**Why body-centred cubic nickel costs so little**

The row that looks wrong is body-centred cubic nickel, bcc (database cell, space group 229), at only 99 meV per atom above the lowest structure. Each atom there has eight nearest neighbours, against twelve in the face-centred cubic (fcc) ground state. Another lattice with eight, simple hexagonal (Sn type, 191, one atom), costs 413 meV. Losing four neighbours is thus cheap in one lattice and dear in the other, by a difference of 314 meV.

Ni structures relaxed at zero pressure with Ansatz 0.2.0 (plane-wave PAW, scalar-relativistic PBE, 420 eV cutoff, 0.1 eV Gaussian smearing), with collinear spin or without spin polarisation depending on the row. Space groups and atom counts are for the relaxed primitive cells; energies are extrapolated to zero smearing and relative to the lowest structure.

| found from | space group number | atoms in cell | volume per atom (Å³) | over lowest (meV/atom) |
| --- | --- | --- | --- | --- |
| database cell | 225 | 1 | 10.89 | 0.0 |
| La type | 194 | 4 | 10.91 | 13.0 |
| changed type | 166 | 4 | 10.91 | 14.0 |
| Sm type | 166 | 3 | 10.91 | 17.0 |
| database cell | 194 | 2 | 10.92 | 28.0 |
| changed type | 225 | 1 | 10.82 | 61.0 |
| changed type | 139 | 1 | 11.01 | 79.0 |
| database cell | 229 | 1 | 10.99 | 99.0 |
| changed type | 166 | 4 | 11.17 | 112.0 |
| changed type | 229 | 1 | 10.89 | 116.0 |
| Ti type | 191 | 3 | 11.11 | 127.0 |
| W type | 223 | 8 | 11.15 | 144.0 |
| Ga sites | 63 | 2 | 11.47 | 207.0 |
| changed type | 69 | 2 | 11.45 | 232.0 |
| changed type | 139 | 2 | 11.96 | 346.0 |
| Sn type | 191 | 1 | 11.83 | 413.0 |
| Sn type | 141 | 2 | 12.01 | 465.0 |
| changed type | 166 | 12 | 13.37 | 583.0 |
| changed type | 191 | 4 | 14.74 | 683.0 |
| Ca type | 221 | 1 | 12.63 | 711.0 |
| Si sites | 206 | 8 | 14.00 | 921.0 |
| changed type | 191 | 2 | 15.26 | 962.0 |
| changed type | 194 | 4 | 13.99 | 970.0 |
| Si type | 227 | 2 | 16.57 | 1204.0 |

**The pattern that bcc breaks**

The plain rule is that fewer neighbours bind an atom less. Close-packed layers can be stacked in several orders that all keep twelve neighbours, and the five magnetic stackings at the top of the table span only 28 meV. At the other end, simple cubic (Ca type, six neighbours) costs 711 meV and diamond (Si type, four neighbours) 1204 meV. Simple hexagonal falls between these limits, as its eight neighbours suggest, whereas bcc lies far below its place.

One entry has to be set aside before structures are compared. The fcc row at 61 meV has the same lattice as the ground state, but was calculated without spin polarisation. Its energy is the price of removing magnetism, and this price depends on how well the functional orders magnetic and non-magnetic phases. The two bcc rows, 17 meV apart, probably also differ in spin, since the upper one has the smaller volume, as the non-magnetic fcc row does; the lower one is used here. The spin states of bcc, simple hexagonal, simple cubic and diamond are not shown, so differences of some tens of meV between them may be partly magnetic. The 314 meV between the two eight-neighbour lattices is far larger than the magnetic energy of fcc.

**Where the extra binding comes from**

Much of the cohesion of a transition metal comes from d electrons that hop between atoms and so spread the d levels into a band. Each neighbour widens the band, but the width grows only as the square root of the summed squared hoppings. Each neighbour also repels, and repulsion dies off faster with distance than hopping does. A neighbour slightly beyond the first shell can therefore still attract noticeably while its repulsion has faded more.

Bcc has six such neighbours, only 15% farther away than the first eight. Two limits show what they do. Push them far away, and bcc becomes an ordinary eight-neighbour lattice that should cost about as much as simple hexagonal. Pull them in to the first shell, and the atom has fourteen neighbours, more than in fcc. Real bcc lies between these limits, and its energy lies much nearer to fcc than to simple hexagonal.

The relaxed edge ratio of simple hexagonal is not shown. If its cell edges are equal, it has eight nearest neighbours and its second shell is 41% farther out than the first. At that distance the squared hopping has dropped to about 3% of its first-shell value. The two lattices then share the number eight, but only bcc has a second shell close enough to help much.

**A model with one adjustable energy**

Let $r$ be the nearest-neighbour distance and $d_i$ the distance to neighbour $i$. Hopping between d orbitals falls roughly as $d^{-5}$, so its square falls as $d^{-10}$. For the repulsion I choose $d^{-15}$. The structure then enters through two weighted neighbour counts,

$$H=\sum_i (d_i/r)^{-10},\qquad P=\sum_i (d_i/r)^{-15},$$

and the energy per atom is

$$E(r)=A\,P\,r^{-15}-B\sqrt{H}\,r^{-5},$$

where $A$ and $B$ are the same for all structures. Setting the slope to zero gives $r^{10}=3AP/(B\sqrt H)$. Inserting this shows that the binding is proportional to $H^{3/4}/P^{1/2}$. The cost over fcc is therefore

$$\Delta E=S\left[1-\left(\frac{H}{H_{\rm fcc}}\right)^{3/4}\left(\frac{P_{\rm fcc}}{P}\right)^{1/2}\right],$$

with a single energy scale $S$.

The powers explain why a distant neighbour can be so useful. An ordinary first neighbour raises $H$ and $P$ alike, and the binding grows only as the fourth root of the number of neighbours. A second neighbour in bcc counts 0.24 in $H$ but only 0.12 in $P$. It adds twice as much to the attractive sum as to the repulsive one.

**The bcc estimate in full**

The scale $S$ was found by least squares from simple hexagonal, simple cubic and diamond, with two shells counted in each lattice. It comes out at 5.16 eV, and with the chosen exponents and equal edges for simple hexagonal the three energies are reproduced to about 20 meV. Bcc was kept out of this fit, because its near second shell is the effect to be tested.

For bcc, $H=8+6\times0.237=9.42$, while fcc has $12+6\times0.031=12.19$; the ratio is 0.773. For the repulsion, $P=8+6\times0.1156=8.69$ against 12.03 in fcc, a ratio of 0.722. The binding ratio is then $0.773^{3/4}/0.722^{1/2}\approx0.970$. Bcc should lose 3.0% of the scale, or about 154 meV.

If only nearest neighbours are counted and the scale is refitted to the same three rows, the prediction for bcc is 462 meV. That is 363 meV too high, which is the size of the break. The second shell removes about 85% of it. This supports the second shell as the main cause, though a model that works is not a proof.

**Where the model fails**

The prediction for bcc is still 55 meV too high. The detailed shape and filling of the d band, which this model leaves out, may account for the rest. Magnetism, which it also leaves out, probably points the other way. If the bcc row at 116 meV is the non-magnetic one, spin lowers bcc by only 17 meV against 61 meV for fcc, and non-magnetic bcc lies just 55 meV above non-magnetic fcc. A model without spin is then expected to miss by more, not less. The result also depends on the chosen repulsion: with $d^{-20}$ and a refitted scale, bcc comes out at 192 meV. That is still far below the nearest-neighbour value, so the conclusion survives while the exact figure does not.

Bond lengths are a harder test. The computed volumes show that bonds shorten by 6.4% from fcc to simple cubic and by 11% from fcc to diamond. The model has the right direction but gives only about half the shortening. It is a guide to energies, and neither $S$ nor the exponents should be read as properties of nickel.

**What to do with this**

To place another simple lattice of nickel, list its neighbour shells by distance instead of counting the first shell alone. The model has been tried as a prediction on bcc only. The compact cells with unequal sites (Ti type at 127 meV, W type at 144 meV) were not tested, and a repulsion this steep is expected to charge too much for their few short bonds. A shell 15% farther out deserves real weight; one 41% farther out counts only about 3% per atom in the attraction. Volume follows energy broadly down the table, and bcc at 10.99 Å³ per atom is far more compact than simple hexagonal at 11.83, but volume ranks the open cells poorly. The four-atom cell in group 191 is roomier than simple cubic, at 14.74 against 12.63 Å³ per atom, yet costs 28 meV less.

A low energy should not be mistaken for stability either. These relaxations keep the symmetry of the starting cell, so bcc can stay cubic even where a distortion would lower its energy. The one-atom body-centred tetragonal cell (changed type, 139) indeed lies 20 meV below bcc. A lower tetragonal cell, whose spin state is not shown, does not prove by itself that bcc is unstable, but it fits the established result that bulk bcc nickel is mechanically unstable. The 99 meV is an energy difference between two lattices, and it gives no barrier that would hold bcc in place.
